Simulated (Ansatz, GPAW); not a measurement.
This is a calculation of SrO for Ansatz 0.2.0. 

Contents of input.yaml:

```yaml
crystal:
  lattice:
    - [0.0, 2.5663, 2.5663]
    - [2.5663, 0.0, 2.5663]
    - [2.5663, 2.5663, 0.0]
  atoms:
    - { symbol: Sr, position: [0.5, 0.5, 0.5] }
    - { symbol: O, position: [0.0, 0.0, 0.0] }
hamiltonian:
  xc: pbe
  pseudopotentials: { kind: paw }
kpoints:
  mp_grid: { grid: [9, 9, 9] }
scf:
  occupations: { method: gaussian, width: 0.014 }
output:
  forces: true
  stress: true
  eigenvalues: true
  write_density: true
  write_potential: true
  elf: true
  volumetric_format: npy
```

Potentials or basis: Ansatz PAW.

Launch:

```bash
$ ansatz run input.yaml --threads 2 --pin off --max-ram 5632MiB --backend cpu --events-out ev --progress --plain --runs-dir out
```

Task: What does the same run look like in GPAW 26.7.0 (ASE script)? Potentials or basis there: GPAW PAW data sets (gpaw-data 1.2.1), cutoff 800 eV.

Result: As run (cutoffs and basis follow the program's own potentials, and thresholds, step limits or extra output files can differ):

run.py

```python
from ase import Atoms
from ase.dft.bandgap import bandgap
from ase.io import write
from ase.units import GPa
from gpaw import GPAW, PW

atoms = Atoms(['Sr', 'O'],
              cell=[[0.0, 2.5663, 2.5663],
                    [2.5663, 0.0, 2.5663],
                    [2.5663, 2.5663, 0.0]],
              scaled_positions=[[0.5, 0.5, 0.5],
                                [0.0, 0.0, 0.0]],
              pbc=True)

calc = GPAW(mode=PW(800),
            xc='PBE',
            kpts={'size': (9, 9, 9), 'gamma': True},
            occupations={'name': 'methfessel-paxton', 'order': 0, 'width': 0.014},
            nbands=16,
            convergence={'density': 1e-05, 'energy': 1e-05},
            maxiter=150,
            txt='gpaw.txt')
atoms.calc = calc
energy = atoms.get_potential_energy()
forces = atoms.get_forces()
stress = atoms.get_stress()
calc.write('gs.gpw')
write('result.traj', atoms)
print(f'Energy: {energy:.6f} eV')
print('Forces (eV/A):')
print(forces.round(4))
print('Stress (GPa):', (stress / GPa).round(3))
print('Fermi level:', round(calc.get_fermi_level(), 4), 'eV')
print(f'Gap: {bandgap(calc)[0]:.4f} eV, direct: {bandgap(calc, direct=True)[0]:.4f} eV')
```

Potentials or basis: GPAW PAW data sets (gpaw-data 1.2.1), pw.

Launch:

```sh
$ OMP_NUM_THREADS=1 python run.py
```

Both were run:

|  | Ansatz | GPAW |
| --- | --- | --- |
| Pressure | 3.3 GPa | 3.8 GPa |

Ansatz's pressure holds a Pulay term of +0.37 GPa for its cutoff of 420 eV, which the other run lacks.

Where Ansatz's input types no cutoff or centring, it takes its own default and a Γ-centred mesh.

Pressure is positive in compression.
